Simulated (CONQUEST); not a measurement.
PtSe2 (Sudovikovite):

```
Pt Se
1.0
     3.72400    0.00000    0.00000
     0.00000    5.06200    0.00000
     0.00000    0.00000    6.45016
Pt Se
2 4
Cartesian
  0.0000 0.0000 0.0000
  1.8620 0.0000 3.2251
  0.0000 3.7965 2.1501
  1.8620 3.7965 5.3751
  0.0000 1.2655 4.3001
  1.8620 1.2655 1.0750
```

Program: CONQUEST 1.3. Alike in all runs: task single point; level PBE; no spin polarisation; cell as given; smearing fermi-dirac 0.05 eV.

Question: Order these runs on this cell by their pressure, lowest first.
A. potentials or basis PseudoDojo NC PBE, SZP, grid cutoff 120 Ha; k mesh 5 × 4 × 3
B. potentials or basis PseudoDojo NC PBE, DZP, grid cutoff 120 Ha; k mesh 7 × 5 × 4
C. potentials or basis PseudoDojo NC PBE, SZ, grid cutoff 120 Ha; k mesh 7 × 5 × 4

Answer: B (10.9 GPa), A (12.9 GPa), C (23.5 GPa).

Caveats: the basis of atomic orbitals isn't converged, which shifts pressures, moduli and gaps; the atomic basis is small (some runs); the box holds several primitive cells, so bands are folded and the points are those of the box's own zone (some runs); so large a pressure means that the cell lies far from this level's equilibrium, or that cutoff or potentials fall short (some runs).
